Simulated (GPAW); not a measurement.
**Fe in GPAW: convergence with plane-wave cutoff (eV)**

Input of the first run (plane-wave cutoff (eV) 240); the others differ in this setting and in those tied to it:

File run.py:

```python
import numpy as np
from ase.dft.bandgap import bandgap
from ase.io import write
from ase.spacegroup import crystal
from ase.units import GPa
from gpaw import GPAW, PW
from gpaw.hyperfine import hyperfine_parameters

# Fe 2a
atoms = crystal(['Fe'],
                basis=[[0.0, 0.0, 0.0]],
                spacegroup=229, setting=1,  # Im-3m
                cellpar=[2.886, 2.886, 2.886, 90.0, 90.0, 90.0],
                primitive_cell=True)
atoms.set_initial_magnetic_moments([3.0])

calc = GPAW(mode=PW(240),
            xc='RPBE',
            kpts={'size': (13, 13, 13), 'gamma': True},
            occupations={'name': 'fermi-dirac', 'width': 0.05},
            nbands=12,
            convergence={'density': 1e-05, 'energy': 1e-05},
            maxiter=150,
            txt='gpaw.txt')
atoms.calc = calc
energy = atoms.get_potential_energy()
forces = atoms.get_forces()
stress = atoms.get_stress()
calc.write('gs.gpw')
write('result.traj', atoms)
print(f'Energy: {energy:.6f} eV')
print('Forces (eV/A):')
print(forces.round(4))
print('Stress (GPa):', (stress / GPa).round(3))
print('Moments:', calc.get_magnetic_moments().round(3))
print('Fermi level:', round(calc.get_fermi_level(), 4), 'eV')
print(f'Gap: {bandgap(calc)[0]:.4f} eV, direct: {bandgap(calc, direct=True)[0]:.4f} eV')

mu_N = 3.15245125e-8  # eV/T
for core in (False, True):
    try:
        A = hyperfine_parameters(calc, exclude_core=not core)
    except AssertionError:
        print('The core levels were not found')
        break
    for a, A_vv in zip(atoms, A):
        iso = np.trace(A_vv) / 3
        dip = np.linalg.eigvalsh(A_vv - iso * np.eye(3))
        print('with core' if core else 'valence', a.symbol, f'contact field {iso / (2 * mu_N):.3f} T, dipolar',
              *(dip / (2 * mu_N)).round(3), 'T')
```

Potentials or basis: the program's PAW data sets (release 1.2.1) made for this functional, pw.

Command:

```console
$ OMP_NUM_THREADS=1 python run.py
```

Hardware: 1 thread of Arm Neoverse V2, with other jobs on the host.

Problem. The values tried are 240, 300, 370, 450, 530, 600, 720, loosest first. From which on does the largest site moment stay within 0.02 μB of the tightest run that finished?

Solution. From 370 on.

```csv
plane-wave cutoff (eV),"energy less the tightest run, at zero smearing (meV/atom)",pressure (GPa),largest site moment (μB),SCF cycles,CPU time (s),peak memory (GiB)
240,437.89,-24.86,2.37,12,9.6,0.12
300,265.40,-2.40,2.33,13,11,0.12
370,191.86,-7.30,2.35,13,12,0.13
450,56.82,-5.31,2.36,13,16,0.14
530,15.70,-1.65,2.36,13,16,0.14
600,13.13,-1.35,2.36,13,18,0.14
720,0.00,-2.09,2.36,13,19,0.15
```

Not settled before the last step: the energy (to 1 meV/atom), the pressure (to 0.1 GPa). The tightest run that finished is the yardstick and may itself not be fully converged.

Caveat, for the tightest run too: the dipolar part lacks the spin inside other atoms' spheres.
